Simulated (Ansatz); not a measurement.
# AlAs: the cost of one run

Computed with Ansatz 0.2.0, driven from Python. Level of theory: DFT PBE, plane waves, PAW.

## 1. Starting point

Symmetry: F-43m, No. 216, cubic system. The conventional cell has a = 5.661 Å, b = 5.661 Å, c = 5.661 Å, α = 90.00°, β = 90.00°, γ = 90.00°. Al (site symmetry -43m) has 4 As at 2.45 Å as nearest neighbours. As (site symmetry -43m) has 4 Al at 2.45 Å as nearest neighbours.

No structure file is read: the coordinates are typed or built in the script.

## 2. The code

Input file elastic_alas.py:

```python
"""Elastic constants of AlAs."""

from dataclasses import replace

import ansatz as az
import numpy as np

config = {
    "functional": "pbe",
    "kgrid": (7, 7, 7),
}


def main() -> None:
    vectors = np.array([
        [0.0, 2.8304, 2.8304],
        [2.8304, 0.0, 2.8304],
        [2.8304, 2.8304, 0.0],
    ])
    system = (
        az.Lattice.of(vectors)
        .atom("Al", (0.0, 0.0, 0.0))
        .atom("As", (0.25, 0.25, 0.25))
    )

    calculation = (
        system.calculation()
        .functional(config["functional"])
        .occupations(az.OccupationsMethod.FIXED)
        .scf(lower_state_search="off")
        .kpoints(*config["kgrid"])
    )
    # first bring the cell to zero stress
    rest = calculation.relax(cell=True).run().lattice
    relaxed = az.Crystal(lattice=az.Lattice.of(rest.cell_ang))
    for site in rest.sites:
        relaxed = relaxed.atom(site.symbol, site.position_frac)
    calculation = replace(calculation, crystal=relaxed)
    print("relaxed volume {:.3f} A^3".format(abs(np.linalg.det(rest.cell_ang))))
    res = calculation.elastic("relaxed-ion", amplitude=0.01).run()
    elastic = res.elastic

    print(np.array2string(np.round(elastic.c_gpa, 1) + 0.0, suppress_small=True))
    print("Voigt stress of the unstrained cell (GPa, tension positive):", np.round(elastic.sigma0_gpa, 3) + 0.0)
    print("smallest eigenvalue of C:", round(elastic.stability.min_eigenvalue_gpa, 1), "GPa; tensor positive definite:", elastic.stability.min_eigenvalue_gpa > 0)
    # averaged moduli need a positive definite tensor
    if elastic.stability.min_eigenvalue_gpa > 0:
        for name, value in elastic.moduli.to_plain().items():
            print(f"{name:14s} {value:9.3f}")


if __name__ == "__main__":
    main()
```

## 3. The input behind the calls

The engine receives this input (first run):

```yaml
crystal:
  lattice:
    - [0.0, 2.8304, 2.8304]
    - [2.8304, 0.0, 2.8304]
    - [2.8304, 2.8304, 0.0]
  atoms:
    - { symbol: Al, position: [0.0, 0.0, 0.0] }
    - { symbol: As, position: [0.25, 0.25, 0.25] }
kpoints:
  mp_grid:
    grid: [7, 7, 7]
hamiltonian:
  xc: pbe
scf:
  lower_state_search: "off"
  occupations:
    method: fixed
relax:
  cell: {}
```

## 4. Launch

On the command line:

```
$ python elastic_alas.py
```

**Question.** How long does this script take on 1 thread of Arm Neoverse V1, shared host, and how much memory does it need?

About 67 s, with a peak of 0.45 GiB.
